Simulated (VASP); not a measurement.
# CaSe (Fm-3m) in VASP: further runs

One crystal, CaSe, is run at these levels: r2SCAN; tasks: single point.

Everything below comes from runs of VASP 6.6.1. Logs are shortened: lines on timing, memory, paths and dates and some standing lists are left out, and cuts for length are marked.

## (1) The structure

It takes space group Fm-3m (No. 225, cubic). The conventional cell has a = 5.912 Å, b = 5.912 Å, c = 5.912 Å, α = 90.00°, β = 90.00°, γ = 90.00°. Se (site symmetry m-3m) is surrounded by 6 Ca at 2.96 Å. Ca (site symmetry m-3m) has 6 Se at 2.96 Å as nearest neighbours.

## (2) Single point, r2SCAN

Contents of INCAR:

```
ADDGRID = F ; ALGO = Normal
EDIFF = 1E-6 ; ENCUT = 450
ISIF = 2 ; ISMEAR = -5
LASPH = T ; LCHARG = F
LMIXTAU = T ; LREAL = F
LWAVE = F ; METAGGA = R2SCAN
NBANDS = 15 ; NELM = 100
PREC = Accurate ; SIGMA = 0.05
```

Contents of KPOINTS:

```
k-points
0
Gamma
  7 7 7
```

Contents of POSCAR:

```
CaSe
1.0
    0.0000000000      2.9560000000      2.9560000000
    2.9560000000      0.0000000000      2.9560000000
    2.9560000000      2.9560000000      0.0000000000
Se Ca
1 1
Direct
    0.5137070000      0.4880300000      0.5023060000
    0.0084580000     -0.0027510000     -0.0091450000
```

Potentials or basis: VASP PAW PBE potentials, release 64 (Se, Ca_sv).

On the command line:

```bash
> cat potpaw_PBE.64/Se/POTCAR potpaw_PBE.64/Ca_sv/POTCAR > POTCAR
> mpirun -np 1 vasp_std > vasp.out
```

OUTCAR:

```text
EDIFF = 1E-6
   ENCUT = 450
   ISIF = 2
   ISMEAR = -5
   LASPH = T
   LREAL = F
   METAGGA = R2SCAN
   NELM = 100
   PREC = Accurate

 Found    172 irreducible k-points:

 Following reciprocal coordinates:
            Coordinates               Weight
  0.000000  0.000000  0.000000      1.000000
  0.142857  0.000000  0.000000      2.000000
  0.000000  0.142857  0.000000      2.000000
  0.000000  0.000000  0.142857      2.000000
  0.142857  0.142857  0.142857      2.000000
  0.285714  0.000000  0.000000      2.000000
   k-points           NKPTS =    172   k-points in BZ     NKDIM =    172   number of bands    NBANDS=     15
   number of dos      NEDOS =    301   number of ions     NIONS =      2
   total plane-waves  NPLWV =  27000
   dimension x,y,z NGX =    30 NGY =   30 NGZ =   30
   dimension x,y,z NGXF=    60 NGYF=   60 NGZF=   60
   ions per type =               1   1
   NGX,Y,Z   is equivalent  to a cutoff of  11.93, 11.93, 11.93 a.u.
   NGXF,Y,Z  is equivalent  to a cutoff of  23.86, 23.86, 23.86 a.u.
 SYSTEM =  unknown system
   PREC   = accura    normal or accurate (medium, high low for compatibility)
   ISTART =      0    job   : 0-new  1-cont  2-samecut
   ICHARG =      2    charge: 1-file 2-atom 10-const
   ISPIN  =      1    spin polarized calculation?
   LNONCOLLINEAR =      F non collinear calculations
   LSORBIT =      F    spin-orbit coupling
   LASPH  =      T    aspherical Exc in radial PAW
   ENCUT  =  450.0 eV  33.07 Ry    5.75 a.u.   7.23  7.23  7.23*2*pi/ulx,y,z
   NELM   =    100;   NELMIN=  2; NELMDL= -5     # of ELM steps
   EDIFF  = 0.1E-05   stopping-criterion for ELM
   LREAL  =      F    real-space projection
   EDIFFG = 0.1E-04   stopping-criterion for IOM
   NSW    =      0    number of steps for IOM
   IBRION =     -1    ionic relax: 0-MD 1-quasi-New 2-CG
   NFREE  =      0    steps in history (QN), initial steepest desc. (CG)
   ISIF   =      2    stress and relaxation
   ISYM   =      2    0-nonsym 1-usesym 2-fastsym
   POTIM  = 0.5000    time-step for ionic-motion
   TEBEG  =    0.0;   TEEND  =   0.0 temperature during run
   PSTRESS=    0.0 pullay stress
   NELECT =      16.0000    total number of electrons
   NUPDOWN=      -1.0000    fix difference up-down
   EMIN   =  10.00;   EMAX   =-10.00  energy-range for DOS
   EFERMI =   0.00;   METHOD = LEGACY
   ISMEAR =    -5;   SIGMA  =   0.05  broadening in eV -4-tet -1-fermi 0-gaus
   EFERMI_NEDOS =   21; number of points for ismear=-14 and -15
   IALGO  =     38    algorithm
   IMIX   =      4    mixing-type and parameters
     AMIX     =   0.40;   BMIX     =  1.00
     AMIX_MAG =   1.60;   BMIX_MAG =  1.00
  volume/ion in A,a.u.               =      25.83       174.30
  Fermi-wavevector in a.u.,A,eV,Ry     =   1.107645  2.093145 16.692666  1.226876
  Thomas-Fermi vector in A             =   2.244161
   LORBIT       =      0    0 simple, 1 ext, 2 COOP (PROOUT), +10 PAW based schemes
   METAGGA = R2SCAN    functional components
   LHFCALC =     F    Hartree Fock is set to
   AEXX    =    0.0000 exact exchange contribution
   IVDW    =     0    specifies the selected vdW correction
   LEPSILON=     F    determine dielectric tensor
   LRPA    =     F    only Hartree local field effects (RPA)
 non-spin polarized calculation
 Fermi weights with tetrahedron method with Bloechl corrections
  energy-cutoff  :      450.00
  volume of cell :       51.66
 maximum number of plane-waves:      1139
 NGX is ok and might be reduce to    30
   NGX = 15   NGY = 15   NGZ = 15

 number of electron      16.0000001 magnetization

 Free energy of the ion-electron system (eV)
  ---------------------------------------------------
  ext. energy  EPLUGINS =         0.00000000
  ---------------------------------------------------
  free energy    TOTEN  =       -25.97100220 eV

  energy without entropy =      -25.97100220  energy(sigma->0) =      -25.97100220

 E-fermi :   2.2159     XC(G=0):  -9.5878

 val. band max:        2.1911300329   @ k =   0.0000   0.0000   0.0000
 cond. band min:       4.7494644629   @ k =   0.4286   0.0000   0.4286
 fundamental gap:      2.5583344301
 Fermi energy:         2.2158694521

 k-point     1 :       0.0000    0.0000    0.0000
  band No.  band energies     occupation
      1     -39.0937      2.00000
      2     -19.2058      2.00000
      3     -19.2052      2.00000
      4     -19.2052      2.00000
      5     -10.0046      2.00000
      6       2.1893      2.00000
      7       2.1910      2.00000
      8       2.1911      2.00000
      9       6.3419      0.00000
     10       6.4226      0.00000
     11       6.4278      0.00000
     12       6.4294      0.00000
     13       7.0232      0.00000
     14       7.0333      0.00000
     15      12.6700      0.00000

 k-point     2 :       0.1429    0.0000    0.0000
  band No.  band energies     occupation
      1     -39.0924      2.00000
      2     -19.2281      2.00000
      3     -19.2070      2.00000
      4     -19.2065      2.00000
      5      -9.8797      2.00000
      6       1.2889      2.00000
      7       1.8988      2.00000
      8       1.9014      2.00000
      9       6.3970      0.00000
     10       6.7022      0.00000
     11       6.7030      0.00000
     12       7.4097      0.00000
     13       7.5576      0.00000
     14       7.5895      0.00000
     15      12.7930      0.00000

 k-point     3 :       0.0000    0.1429    0.0000
  band No.  band energies     occupation
      1     -39.0924      2.00000
      2     -19.2282      2.00000
      3     -19.2069      2.00000
      4     -19.2066      2.00000
      5      -9.8797      2.00000
      6       1.2897      2.00000
      7       1.8982      2.00000
      8       1.9003      2.00000
      9       6.3989      0.00000
     10       6.7016      0.00000
     11       6.7042      0.00000
     12       7.4165      0.00000
     13       7.5573      0.00000
     14       7.5816      0.00000
     15      12.7911      0.00000

 k-point     4 :       0.0000    0.0000    0.1429
  band No.  band energies     occupation
      1     -39.0924      2.00000
      2     -19.2282      2.00000
      3     -19.2069      2.00000
      4     -19.2065      2.00000
      5      -9.8797      2.00000
      6       1.2903      2.00000
      7       1.8983      2.00000
      8       1.8988      2.00000
      9       6.4005      0.00000
     10       6.7021      0.00000
     11       6.7042      0.00000
     12       7.4225      0.00000
     13       7.5562      0.00000
     14       7.5755      0.00000
     15      12.7895      0.00000

 k-point     5 :       0.1429    0.1429    0.1429
  band No.  band energies     occupation
      1     -39.0924      2.00000
      2     -19.2281      2.00000
      3     -19.2070      2.00000
      4     -19.2066      2.00000
      5      -9.8797      2.00000
      6       1.2893      2.00000
      7       1.8984      2.00000
      8       1.9009      2.00000
      9       6.3979      0.00000
     10       6.7016      0.00000
     11       6.7039      0.00000
     12       7.4129      0.00000
     13       7.5576      0.00000
     14       7.5856      0.00000
     15      12.7920      0.00000

 k-point     6 :       0.2857    0.0000    0.0000
  band No.  band energies     occupation
      1     -39.0895      2.00000
      2     -19.2781      2.00000
      3     -19.2100      2.00000
      4     -19.2096      2.00000
      5      -9.5809      2.00000
      6      -0.0951      2.00000
      7       1.3809      2.00000
      8       1.3827      2.00000
      9       6.5742      0.00000
     10       7.3766      0.00000
     11       7.3777      0.00000
     12       8.7919      0.00000
     13       8.7947      0.00000
     14       8.9119      0.00000
     15      12.2950      0.00000

 [... further k-points ...]
[... 5 lines left out ...]
  --------------------------------------------------------------------------------------
  -------------------------------------------------------------------------------------
  Total        0.2539307      0.3097774      0.2561682     -0.0018419      0.0029535      0.0001303
  in kB        7.8755789      9.6076473      7.9449732     -0.0571248      0.0916034      0.0040407
  external PRESSURE =       8.4760665 kB  Pullay stress =       0.0000000 kB

 VOLUME and BASIS-vectors are now :
 -----------------------------------------------------------------------------
  energy-cutoff  :      450.00
  volume of cell :       51.66
      direct lattice vectors                 reciprocal lattice vectors
     0.000000000  2.956000000  2.956000000    -0.169147497  0.169147497  0.169147497
     2.956000000  0.000000000  2.956000000     0.169147497 -0.169147497  0.169147497
     2.956000000  2.956000000  0.000000000     0.169147497  0.169147497 -0.169147497

 POSITION                                       TOTAL-FORCE (eV/Angst)
 -----------------------------------------------------------------------------------
      2.92743      3.00333      2.96113        -0.022045     -0.169773      0.040535
      5.87684      2.95397      2.97287         0.022045      0.169773     -0.040535
 -----------------------------------------------------------------------------------
    total drift:                               -0.002533     -0.002561     -0.003001

  FREE ENERGIE OF THE ION-ELECTRON SYSTEM (eV)
  ---------------------------------------------------
  free  energy   TOTEN  =       -25.9710021991 eV

  energy  without entropy=      -25.9710021991  energy(sigma->0) =      -25.97100220
```

Run time: 5.9 min. Hardware: 1 thread of Intel Xeon Platinum 8488C (Sapphire Rapids), shared host; peak memory 0.26 GiB.

The run converged, but some of its settings lie outside the range that counts as converged, so its numbers aren't taken as properties of the crystal.

Results:

* Free energy: -25.9710 eV
* Pressure: 0.8 GPa
* Largest force: 0.176 eV/Å
* Band gap on the k mesh: 2.56 eV, indirect (least direct gap 3.48 eV)

Caveat: the PAW data sets were made with another functional, which shifts forces and pressure a little; an odd mesh through Γ misses points on the zone boundary, where band edges often lie.

(Part 1 of 2 ends here.)
